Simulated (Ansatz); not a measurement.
## MnF$_{2}$ (Fm-3m) at 2 levels of theory

One geometry, relaxed with PBE; plane waves with PAW potentials in Ansatz, scalar-relativistic. Collinear spin, ending at 5.0 μB a primitive cell. Gaps are the least over mesh and band path; pressure is positive in compression.

```
CELL_PARAMETERS angstrom
0.00000 2.61798 2.61798
2.61798 0.00000 2.61798
2.61798 2.61798 0.00000
ATOMIC_POSITIONS crystal
Mn 0.00000 0.00000 0.00000
F 0.25000 0.25000 0.25000
F 0.75000 0.75000 0.75000
```

```json
{"level": "PBE", "cutoff (eV)": "420", "k mesh": "10×10×10", "gap (eV)": "1.92", "pressure (GPa)": "0.0", "largest moment (μB)": "4.35"}
```

Question: What comes out on the same cell with r2SCAN?

Answer:
| level | cutoff (eV) | k mesh | gap (eV) | pressure (GPa) | largest moment (μB) |
| --- | --- | --- | --- | --- | --- |
| r2SCAN | 500 | 10×10×10 | 2.65 | -4.6 | 4.41 |

The state reached may not be the lowest one. Moments started parallel, and an antiferromagnetic order may lie lower.

The cell was found from a structure generator's guess, not taken from experiment.
